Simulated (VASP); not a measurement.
```
CELL_PARAMETERS angstrom
      0.00000     3.00907     3.00907
      3.00907     0.00000     3.00907
      3.00907     3.00907     0.00000
ATOMIC_POSITIONS crystal
  Na 0.00000 0.00000 0.00000
  Br 0.50000 0.50000 0.50000
```

Method: PBE GGA, VASP's PBE PAW potentials (set 64) (plane waves; VASP). Run with 480 eV cut-off, 8×8×8 Γ-centred mesh, Gaussian smearing of 0.050 eV, potentials Na_pv Br.

Energy and stress use the plane-wave basis of the starting cell.

**Question.** The ions, cell shape and volume at an external pressure of 1.0 GPa are relaxed. What does this cell relax into?

**Answer.** 
```
CELL_PARAMETERS angstrom
      0.00000     2.97071     2.97071
      2.97071     0.00000     2.97071
      2.97071     2.97071     0.00000
ATOMIC_POSITIONS crystal
  Na 0.00000 0.00000 0.00000
  Br 0.50000 0.50000 0.50000
```
Space group Fm-3m (225), at a tolerance of 0.03 Å.

**Question.** How do energy and volume change from the first to the last step?

**Answer.** The energy (σ→0) changes by +3.6 meV/atom and the volume by -3.8 %, in 4 ionic steps.

```csv
step,E(σ→0) (eV),max force (eV/Å),pressure (GPa),volume (Å³)
1,-6.1199,0.000,0.14,54.49
2,-6.1173,0.000,0.59,53.34
3,-6.1118,0.000,1.06,52.30
4,-6.1127,0.000,1.01,52.43
```

The compound is NaBr in the rock salt structure. This run relaxes it under an external pressure of 1 GPa. Symmetry was kept, so distortions that lower it aren't found.
